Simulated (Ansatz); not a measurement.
## CuO (Tenorite): relaxation of cell and atoms with PBEsol

Crystal: CuO (Tenorite).

```
CELL_PARAMETERS angstrom
2.34465 -1.71340 0.00000
2.34465 1.71340 0.00000
-0.86055 0.00000 5.05944
ATOMIC_POSITIONS crystal
Cu 0.49680 0.00320 0.50000
Cu 0.00320 0.49680 0.00000
O 0.40560 0.57140 0.75370
O 0.57140 0.40560 0.25370
```

```json
{"Program": "Ansatz 0.2.0", "Task": "relaxation of cell and atoms", "Functional": "PBEsol", "Potentials or basis": "all-electron LAPW, scalar-relativistic", "Basis error allowed": "0.002 eV/atom", "k mesh": "10 × 10 × 5", "Occupations": "fermi-dirac, width 0.05 eV", "Spin": "no spin polarisation"}
```

```json
{
  "Relaxed volume": "10.67 Å³/atom",
  "Relaxed cell": "a = 2.895 Å, b = 2.895 Å, c = 5.090 Å, α = 90.01°, β = 90.01°, γ = 89.82°",
  "Space group after relaxing (to 0.05 Å)": "P4_2/mmc (No. 131)",
  "Energy gained by relaxing": "48.2 meV/atom",
  "Ionic steps": "12",
  "Pressure after relaxing": "0.0 GPa"
}
```

Step by step:
```
step  energy change (eV)  largest force (eV/Å)  volume (Å³)
   1              0.0000                0.7567        40.65
   2             -0.0415                0.6031        40.71
   3             -0.1233                0.1174        41.26
   4             -0.1497                0.1586        41.90
   5             -0.1688                0.0919        41.58
   6             -0.1782                0.1060        43.23
   7             -0.1860                0.0028        42.65
   8             -0.1861                0.0000        42.65
   9             -0.1923                0.0001        42.65
  10             -0.1927                0.0003        42.66
  11             -0.1928                0.0001        42.66
  12             -0.1928                0.0001        42.66
```

Final structure:
```
Cu O
1.0
     2.04400   -2.04381    0.16139
     2.04400    2.04381    0.16139
    -0.40195    0.00000    5.07453
Cu O
2 2
Direct
  0.49425 0.99425 0.50185
  0.99425 0.49425 0.00185
  0.49418 0.49432 0.75185
  0.49432 0.49418 0.25185
```

Run time: 4.2 min on 2 threads of Intel(R) Xeon(R) 6975P-C (Granite Rapids) (shared host), peak memory 0.84 GiB.

Caveat: the run has no spin polarisation, though such a crystal can be magnetic. Zero-point motion and thermal expansion aren't in these numbers.
